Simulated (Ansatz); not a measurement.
Input and command of a plane-wave DFT calculation in Ansatz:

```yaml
crystal:
  lattice:
    - [5.680217882, 0.0, 0.0]
    - [-2.840108941, 4.9192129848, 0.0]
    - [-1.4200544705, 0.8198688308, 2.3496627152]
  atoms:
    - { symbol: Al, position: [0.0, 0.5, 0.0] }
    - { symbol: Al, position: [0.5, 0.5, 0.0] }
    - { symbol: Al, position: [0.0, 0.0, 0.0] }
    - { symbol: Al, position: [0.5, 0.0, 0.0] }
basis:
  ecutwfc: 420
kpoints:
  mp_grid: { grid: [6, 6, 15] }
hamiltonian:
  xc: pbe
scf:
  occupations: { method: gaussian, width: 0.1 }
output:
  forces: true
  stress: true
  eigenvalues: true
relax:
  adjacent_minimum: "off"
  f_tol: 0.01
  max_steps: 50
  cell: { fix: [a, b, gamma], stress_tol: 0.1 }
```

```bash
ansatz run input.yaml --threads 8 --pin off --max-ram 20480MiB --backend cpu --events-out ev --progress --plain --runs-dir out
```

Processor: Intel(R) Xeon(R) Platinum 8259CL CPU @ 2.50GHz (Skylake/Cascade Lake), 8 threads, on a host shared with other jobs.

Problem. Estimate time, memory and problem size.

Solution. About 3 s on 8 threads of Intel(R) Xeon(R) Platinum 8259CL CPU @ 2.50GHz (Skylake/Cascade Lake), on a shared host, peak memory 0.53 GiB. It solves 10 bands at 160 k points (the mesh reduced by the symmetry that the task leaves, which can be less than the crystal's) with about 1305 plane waves (on the last cell), in 13 SCF iterations over 3 ionic steps.
